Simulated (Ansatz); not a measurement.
How far is PAW off for KF?

```
K F
1.0
     0.00000    2.70989    2.70989
     2.70989    0.00000    2.70989
     2.70989    2.70989    0.00000
K F
1 1
Direct
  0.00000 0.00000 0.00000
  0.50000 0.50000 0.50000
```

Atom numbers follow the list: K1, F2.

The cell was built from the rocksalt type and relaxed in the same program, and has space group Fm-3m; it needn't be a known or the stable phase.

All numbers are computed: DFT, PBE, PAW with Ansatz's default frozen-core files, scalar-relativistic (Ansatz 0.2.0); DFT, PBE, all-electron LAPW, scalar-relativistic (Ansatz 0.2.0).

For PAW: a Γ-centred 16×16×16 k mesh, Fermi–Dirac smearing of 0.08 eV, cutoff 420 eV, no spin polarisation. LAPW targets a basis error of 1 meV/atom. The Ansatz runs share mesh, smearing and spin set-up. Plane-wave (PAW) pressures include the program's estimate of the Pulay term.

Stress and pressure are positive in compression.

Levels count from the top of the valence band.

PAW results:

| quantity | PAW |
| --- | --- |
| pressure (GPa) | 0.02 |
| band gap (eV) | 5.964 |
| highest filled level at X (eV) | -0.065 |
| lowest empty level at X (eV) | 8.174 |
| highest filled level at Γ (eV) | 0.000 |
| lowest empty level at Γ (eV) | 5.964 |

(1) What does all-electron LAPW give for the same quantities?

Answers

(1) 
| quantity | LAPW |
| --- | --- |
| pressure (GPa) | 0.02 |
| band gap (eV) | 5.960 |
| highest filled level at X (eV) | -0.064 |
| lowest empty level at X (eV) | 8.173 |
| highest filled level at Γ (eV) | 0.000 |
| lowest empty level at Γ (eV) | 5.960 |
